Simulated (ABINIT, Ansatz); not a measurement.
# Converging GW for CdS (Hawleyite) in ABINIT

Wanted: a converged G0W0 gap of CdS (Hawleyite), or an estimate of the limit.

Program: ABINIT 10.8.3. Level of theory: PBE and many-body steps on it, plane waves. Results are calculated unless marked as measured.

## 1. The structure

The structure is cubic, space group F-43m (No. 216). The conventional cell has a = 5.833 Å, b = 5.833 Å, c = 5.833 Å, α = 90.00°, β = 90.00°, γ = 90.00°. Cd has 4 S at 2.53 Å nearest. Nearest to S lie 4 Cd at 2.53 Å. Farther neighbours and most contacts between anions are not listed.

The cell and positions come from the Crystallography Open Database and are kept as given unless a step says otherwise.

## 2. Empty states on the mesh, 4×4×4 mesh, 363 bands

This step: ABINIT 10.8.3; DFT, PBE, plane waves, norm-conserving pseudopotentials.

The sums over transitions need many empty states on a uniform mesh; this step solves for them.

Contents of run.abi:

```
acell 3*1.0 Angstrom
rprim 
  -0.000000000000 2.916500000000 2.916500000000
  2.916500000000 -0.000000000000 2.916500000000
  2.916500000000 2.916500000000 -0.000000000000
ntypat 2
znucl 48 16
natom 2
typat 1 2
xred 
  0.000000000000 0.000000000000 0.000000000000
  0.250000000000 0.250000000000 0.250000000000
pp_dirpath "pseudos"
pseudos "Cd.upf, S.upf"
ecut 47
ngkpt 4 4 4
nshiftk 1
shiftk 0 0 0
kptopt 1
chksymbreak 0
iscf -2
irdden 1
istwfk *1
nband 363
nbdbuf 32
tolwfr 1e-09
nstep 60
prtvol 0
indata_prefix "in"
outdata_prefix "out"
tmpdata_prefix "tmp"
```

Command:

```sh
OMP_NUM_THREADS=1 mpirun -n 4 abinit run.abi > log
```

Numbers of over 12 decimals in the logs are rounded to 6 here.

What it wrote:

```text
.Version 10.8.3 of ABINIT. v10.8.2 released Aug 2026.

 Symmetries : space group F-4 3 m (#216); Bravais cF (face-center cubic)
[... echo of the input left out ...]
== DATASET  1 ==================================================================
-   mpi_nproc: 4, omp_nthreads: 1 (-1 if OMP is not activated)

--- !DatasetInfo
iteration_state: {dtset: 1, }
dimensions: {natom: 2, nkpt: 8, mband: 363, nsppol: 1, nspinor: 1, nspden: 1, mpw: 5180, }
cutoff_energies: {ecut:  47.0, pawecutdg:  -1.0, }
[...]
7.41827    7.43679    7.43679    7.43679    7.53690    7.59463    7.59463    7.59484
   7.63352    7.63358    7.65873    7.65877    7.66070    7.68006    7.68010    7.68076
   7.78270    7.78340    7.79205
 prteigrs : prtvol=0 or 1, do not print more k-points.

== END DATASET(S) ==============================================================
================================================================================

 -outvars: echo values of variables after computation  --------
            nband         363
             nkpt           8
          spgroup         216
 [... the other variables as echoed above ...]

 Calculation completed.
```

The job ended after 3.6 min (4 MPI ranks of Arm Neoverse V2, shared host; peak memory 0.61 GiB; 14 min of CPU time).

Numbers from this step:

* gap: 1.145 eV
* k of the valence top: 0, 0, 0
* k of the conduction bottom: 0, 0, 0
* least direct gap: 1.145 eV
* k points computed: 8
* lowest point of the top converged band, above the valence top: 189.0454 eV

On this mesh the gap is 1.145 eV.

The density comes from a self-consistent run that is not shown.

## 3. Screening, 4×4×4 mesh, 52 bands, screening to 95.2 eV

The RPA dielectric matrix is built and inverted for each q.

This step: RPA screening on PBE, plane waves, norm-conserving pseudopotentials.

Edit run.abi of step 2 so:

```diff
@@ -20,10 +20,11 @@
 chksymbreak 0
-iscf -2
-irdden 1
 istwfk *1
-nband 363
-nbdbuf 32
-tolwfr 1e-09
-nstep 60
-prtvol 0
+occopt 1
+irdwfk 1
+optdriver 3
+nband 52
+ecuteps 3.5
+inclvkb 2
+awtr 1
+symchi 1
 indata_prefix "in"
```

What it wrote:

```text
.Version 10.8.3 of ABINIT. v10.8.2 released Aug 2026.

 Symmetries : space group F-4 3 m (#216); Bravais cF (face-center cubic)
[... echo of the input left out ...]
== DATASET  1 ==================================================================
-   mpi_nproc: 4, omp_nthreads: 1 (-1 if OMP is not activated)

--- !DatasetInfo
iteration_state: {dtset: 1, }
dimensions: {natom: 2, nkpt: 8, mband: 52, nsppol: 1, nspinor: 1, nspden: 1, mpw: 5180, }
cutoff_energies: {ecut:  47.0, pawecutdg:  -1.0, }
electrons: {nelect:   2.60000000E+01, charge:   0.00000000E+00, occopt:   1.00000000E+00, tsmear:   1.00000000E-02, }

 SCREENING: Calculation of the susceptibility and dielectric matrices

 Based on a program developped by R.W. Godby, V. Olevano, G. Onida, and L. Reining.
 Incorporated in ABINIT by V. Olevano, G.-M. Rignanese, and M. Torrent.
.Using double precision arithmetic ; gwpc =  8

[... cell and pseudopotentials left out ...]
--------------------------------------------------------------------------------

 ==== K-mesh for the wavefunctions ====
 Number of points in the irreducible wedge :     8
[... list of points left out ...]
 Together with 24 symmetry operations and time-reversal symmetry
 yields    64 points in the full Brillouin Zone.

 ==== Q-mesh for the screening function ====
 Number of points in the irreducible wedge :     8
[... list of points left out ...]
 Together with 24 symmetry operations and time-reversal symmetry
 yields    64 points in the full Brillouin Zone.

 setmesh: FFT mesh size selected  =    32x   32x   32
          total number of points  =        32768

 vcoul_init : cutoff-mode = AUXILIARY_FUNCTION
 q-points for optical limit:   1
     1)      0.000010    0.000020    0.000030

- screening: taking advantage of time-reversal symmetry
- Maximum band index for partially occupied states nbvw = 13
- Remaining bands to be divided among processors   nbcw = 39
- Number of bands treated by each node ~9

 Number of electrons calculated from density =   26.0000; Expected =   26.0000
 average of density, n =  0.077653
 r_s =    1.4541
 omega_plasma =   26.8804 [eV]

 calculating chi0 at frequencies [eV] :
  1    0.000000E+00    0.000000E+00
  2    0.000000E+00    2.688042E+01

--------------------------------------------------------------------------------
  q-point number  1        q = ( 0.000000, 0.000000, 0.000000) [r.l.u.]
--------------------------------------------------------------------------------
[... chi0 elements left out ...]
 For q-point:  0.000010 0.000020 0.000030
  dielectric constant =  11.0567
  dielectric constant without local fields =  11.7406

  Average fulfillment of the sum rule on Im[epsilon] for q-point    1 :     39.02  [%]
[... wings left out ...]
  q-point number  2        q = ( 0.250000, 0.000000, 0.000000) [r.l.u.]
--------------------------------------------------------------------------------
[... chi0 elements left out ...]
  Average fulfillment of the sum rule on Im[epsilon] for q-point    2 :     54.20  [%]

 [... 6 further q-points ...]
```

Wall time 10 s (4 MPI ranks); peak memory 0.78 GiB.

This step gave:

| Quantity | Value |
| --- | --- |
| ε∞ with local fields, on this mesh, along the program's q direction | 11.06 |
| the same without local fields | 11.74 |
| plasma frequency | 26.88 eV |
| plane waves in the screening matrix | 113 |

Local fields lower ε∞ by 6 %. On a Γ-centred mesh this coarse the value itself is usually too large, while a short band sum pulls it down.

## 4. 52 bands, 95.2 eV

The self-energy is evaluated for the states that the input lists, and the levels follow from it, in one-shot runs by the linearised quasiparticle equation.

This step: G0W0 on PBE, plane waves, norm-conserving pseudopotentials.

Edit run.abi of step 3 so:

```diff
@@ -23,8 +23,15 @@
 irdwfk 1
-optdriver 3
+optdriver 4
 nband 52
+gwcalctyp 0
+ecutsigx 47
+symsigma 1
+nkptgw 1
+kptgw 
+  0.0000000000 0.0000000000 0.0000000000
+bdgw 
+  11 17
 ecuteps 3.5
-inclvkb 2
-awtr 1
-symchi 1
+irdscr 1
+ppmodel 1
 indata_prefix "in"
```

What it wrote:

```text
.Version 10.8.3 of ABINIT. v10.8.2 released Aug 2026.

 Symmetries : space group F-4 3 m (#216); Bravais cF (face-center cubic)
[... echo of the input left out ...]
== DATASET  1 ==================================================================
-   mpi_nproc: 4, omp_nthreads: 1 (-1 if OMP is not activated)

--- !DatasetInfo
iteration_state: {dtset: 1, }
dimensions: {natom: 2, nkpt: 8, mband: 52, nsppol: 1, nspinor: 1, nspden: 1, mpw: 5180, }
cutoff_energies: {ecut:  47.0, pawecutdg:  -1.0, }
electrons: {nelect:   2.60000000E+01, charge:   0.00000000E+00, occopt:   1.00000000E+00, tsmear:   1.00000000E-02, }

 SIGMA: Calculation of the GW corrections

 Based on a program developped by R.W. Godby, V. Olevano, G. Onida, and L. Reining.
 Incorporated in ABINIT by V. Olevano, G.-M. Rignanese, and M. Torrent.
.Using double precision arithmetic ; gwpc =  8

[... cell and pseudopotentials left out ...]
--------------------------------------------------------------------------------

 ==== K-mesh for the wavefunctions ====
 Number of points in the irreducible wedge :     8
[... list of points left out ...]
 Together with 24 symmetry operations and time-reversal symmetry
 yields    64 points in the full Brillouin Zone.

 ==== Q-mesh for screening function ====
 Number of points in the irreducible wedge :     8
[... list of points left out ...]
 Together with 24 symmetry operations and time-reversal symmetry
 yields    64 points in the full Brillouin Zone.

 vcoul_init : cutoff-mode = AUXILIARY_FUNCTION
 q-points for optical limit:   1
     1)      0.000010    0.000020    0.000030
 setmesh: FFT mesh size selected  =    50x   50x   50
          total number of points  =       125000

 Number of electrons calculated from density =   26.0000; Expected =   26.0000
 average of density, n =  0.077653
 r_s =    1.4541
 omega_plasma =   26.8804 [eV]

 === KS Band Gaps ===
  >>>> For spin  1
   Minimum direct gap =   1.1447 [eV], located at k-point      :   0.0000  0.0000  0.0000
   Fundamental gap    =   1.1447 [eV], Top of valence bands at :   0.0000  0.0000  0.0000
                                       Bottom of conduction at :   0.0000  0.0000  0.0000
 SIGMA fundamental parameters:
 PLASMON POLE MODEL  1
 number of plane-waves for SigmaX                 5065
 number of plane-waves for SigmaC and W            113
 number of plane-waves for wavefunctions          5065
 number of bands                                    52
 number of independent spin polarizations            1
 number of spinorial components                      1
 number of k-points in IBZ                           8
 number of q-points in IBZ                           8
 number of symmetry operations                      24
 number of k-points in BZ                           64
 number of q-points in BZ                           64
 number of frequencies for dSigma/dE                 9
 frequency step for dSigma/dE [eV]                0.25
 number of omega for Sigma on real axis              0
 max omega for Sigma on real axis  [eV]           0.00
 zcut for avoiding poles [eV]                     0.10

 EPSILON^-1 parameters (SCR file):
 dimension of the eps^-1 matrix on file            113
 dimension of the eps^-1 matrix used               113
 number of plane-waves for wavefunctions          5065
 number of bands                                    52
 number of q-points in IBZ                           8
 number of frequencies                               2
 number of real frequencies                          1
 number of imag frequencies                          1

 matrix elements of self-energy operator (all in [eV])

 Perturbative Calculation

--- !SelfEnergy_ee
iteration_state: {dtset: 1, }
kpoint     : [   0.000,    0.000,    0.000, ]
spin       : 1
KS_gap     :    1.145
QP_gap     :    2.034
Delta_QP_KS:    0.889
data: !SigmaeeData |
     Band     E0 <VxcDFT>   SigX SigC(E0)      Z dSigC/dE  Sig(E)    E-E0       E
       11   4.366 -15.389 -18.420   2.538   0.784  -0.276 -15.775  -0.386   3.980
       12   4.366 -15.389 -18.420   2.538   0.784  -0.276 -15.775  -0.386   3.980
       13   4.366 -15.389 -18.420   2.538   0.784  -0.276 -15.775  -0.386   3.980
       14   5.511 -10.636  -6.668  -3.351   0.814  -0.229 -10.134   0.503   6.013
       15  10.897 -10.642  -5.801  -3.896   0.811  -0.233  -9.876   0.766  11.664
       16  10.897 -10.642  -5.801  -3.896   0.811  -0.233  -9.876   0.766  11.664
       17  10.897 -10.642  -5.801  -3.896   0.811  -0.233  -9.876   0.766  11.664

== END DATASET(S) ==============================================================
================================================================================

 -outvars: echo values of variables after computation  --------
           etotal      0.0000000000E+00
            nband          52
             nkpt           8
          spgroup         216
 [... the other variables as echoed above ...]

 Calculation completed.
```

Wall time 3 s (4 MPI ranks); peak memory 0.43 GiB.

This step gave:

```yaml
g0w0_gap_on_the_points_computed: 2.033 eV
starting_gap_on_the_mesh: 1.145 eV
k_of_the_valence_top: 0, 0, 0
k_of_the_conduction_bottom: 0, 0, 0
z_at_the_valence_top: 0.784
z_at_the_conduction_bottom: 0.814
least_direct_g0w0_gap_on_the_computed_points: 2.033 eV
```

The gap on the mesh goes from 1.14 eV to 2.03 eV, a correction of +0.89 eV.

## 5. Screening, 4×4×4 mesh, 142 bands, screening to 176.9 eV

This step: RPA screening on PBE, plane waves, norm-conserving pseudopotentials.

Edit run.abi of step 4 so:

```diff
@@ -23,15 +23,8 @@
 irdwfk 1
-optdriver 4
-nband 52
-gwcalctyp 0
-ecutsigx 47
-symsigma 1
-nkptgw 1
-kptgw 
-  0.0000000000 0.0000000000 0.0000000000
-bdgw 
-  11 17
-ecuteps 3.5
-irdscr 1
-ppmodel 1
+optdriver 3
+nband 142
+ecuteps 6.5
+inclvkb 2
+awtr 1
+symchi 1
 indata_prefix "in"
```

What it wrote:

```text
.Version 10.8.3 of ABINIT. v10.8.2 released Aug 2026.

 Symmetries : space group F-4 3 m (#216); Bravais cF (face-center cubic)
[... echo of the input left out ...]
== DATASET  1 ==================================================================
-   mpi_nproc: 4, omp_nthreads: 1 (-1 if OMP is not activated)

--- !DatasetInfo
iteration_state: {dtset: 1, }
dimensions: {natom: 2, nkpt: 8, mband: 142, nsppol: 1, nspinor: 1, nspden: 1, mpw: 5180, }
cutoff_energies: {ecut:  47.0, pawecutdg:  -1.0, }
electrons: {nelect:   2.60000000E+01, charge:   0.00000000E+00, occopt:   1.00000000E+00, tsmear:   1.00000000E-02, }

 SCREENING: Calculation of the susceptibility and dielectric matrices

 Based on a program developped by R.W. Godby, V. Olevano, G. Onida, and L. Reining.
 Incorporated in ABINIT by V. Olevano, G.-M. Rignanese, and M. Torrent.
.Using double precision arithmetic ; gwpc =  8

[... cell and pseudopotentials left out ...]
--------------------------------------------------------------------------------

 ==== K-mesh for the wavefunctions ====
 Number of points in the irreducible wedge :     8
[... list of points left out ...]
 Together with 24 symmetry operations and time-reversal symmetry
 yields    64 points in the full Brillouin Zone.

 ==== Q-mesh for the screening function ====
 Number of points in the irreducible wedge :     8
[... list of points left out ...]
 Together with 24 symmetry operations and time-reversal symmetry
 yields    64 points in the full Brillouin Zone.

 setmesh: FFT mesh size selected  =    36x   36x   36
          total number of points  =        46656

 vcoul_init : cutoff-mode = AUXILIARY_FUNCTION
 q-points for optical limit:   1
     1)      0.000010    0.000020    0.000030

- screening: taking advantage of time-reversal symmetry
- Maximum band index for partially occupied states nbvw = 13
- Remaining bands to be divided among processors   nbcw = 129
- Number of bands treated by each node ~32

 Number of electrons calculated from density =   26.0000; Expected =   26.0000
 average of density, n =  0.077653
 r_s =    1.4541
 omega_plasma =   26.8804 [eV]

 calculating chi0 at frequencies [eV] :
  1    0.000000E+00    0.000000E+00
  2    0.000000E+00    2.688042E+01

--------------------------------------------------------------------------------
  q-point number  1        q = ( 0.000000, 0.000000, 0.000000) [r.l.u.]
--------------------------------------------------------------------------------
[... chi0 elements left out ...]
 For q-point:  0.000010 0.000020 0.000030
  dielectric constant =  11.0704
  dielectric constant without local fields =  11.7792

  Average fulfillment of the sum rule on Im[epsilon] for q-point    1 :     71.55  [%]
[... wings left out ...]
  q-point number  2        q = ( 0.250000, 0.000000, 0.000000) [r.l.u.]
--------------------------------------------------------------------------------
[... chi0 elements left out ...]
  Average fulfillment of the sum rule on Im[epsilon] for q-point    2 :     81.89  [%]

 [... 6 further q-points ...]
```

Wall time 61 s (4 MPI ranks); peak memory 1.6 GiB.

This step gave:

```
ε∞ with local fields, on this mesh, along the program's q direction : 11.07
the same without local fields                                       : 11.78
plasma frequency                                                    : 26.88 eV
plane waves in the screening matrix                                 : 283
```

[end of part 1 of 2]

[Paths, hosts, dates, memory and timing lines, banners, echoed tables and standing remarks are left out of the program output.]

[Logs are printed without paths, hosts, clocks, repeated set-up lines and the standing remarks that a program may print on its own settings, such as how far it seeks lower states.]

[Runs of the session that timed out or met a known fault of the program may be left out.]

[Hosts, paths, dates, database ids (printed as entryN), source tags and the programs' standing remarks are cut or masked in the printed files.]

[G0W0 gaps are taken among the corrected bands and points alone; a level outside them can change the order at an edge.]

[Where Ansatz stands beside ABINIT at settings called matched, ABINIT's density can come from a denser mesh and the files from another edition; pairs whose starting gaps differed by over 0.03 eV were left out, so agreement reads better than it is.]
